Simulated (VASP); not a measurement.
A run of VASP 6.6.1 is set up as follows.

File INCAR:

```
SYSTEM = Ge
PREC = Accurate
ENCUT = 520
EDIFF = 1E-7
ISMEAR = 0
SIGMA = 0.1
LREAL = .False.
LASPH = .True.
NELM = 100
ALGO = Fast
ISIF = 2
LWAVE = .False.
LCHARG = .False.
GGA = PS
NBANDS = 36
```

Contents of KPOINTS:

```
Automatic mesh
0
Gamma
  15 15 8
  0 0 0
```

Contents of POSCAR:

```
Ge
1.0
    3.9960667529      0.0000000000      0.0000000000
   -1.9980333765      3.4606953233      0.0000000000
    0.0000000000      0.0000000000      6.5984796304
Ge
4
Direct
    0.6666666667      0.3333333333      0.0629525077
    0.3333333333      0.6666666667      0.5629525077
    0.6666666667      0.3333333333      0.4370474923
    0.3333333333      0.6666666667      0.9370474923
```

Potentials or basis: VASP PAW PBE potentials, release 64 (Ge_d).

Launch:

```bash
$ cat potpaw_PBE.64/Ge_d/POTCAR > POTCAR
$ mpirun -np 1 vasp_std > vasp.out
```

Predict the largest force.

0.007 eV/Å.

Estimate the pressure.

-0.1 GPa.

Predict the band gap on the k mesh.

none (metal or under the smearing width).

Forces on the atoms (eV/Å):
```
Ge   0.000  0.000 -0.007
Ge   0.000  0.000 -0.007
Ge   0.000  0.000  0.007
Ge   0.000  0.000  0.007
```

Caveat: the PAW data sets were made with another functional, which shifts forces and pressure a little.
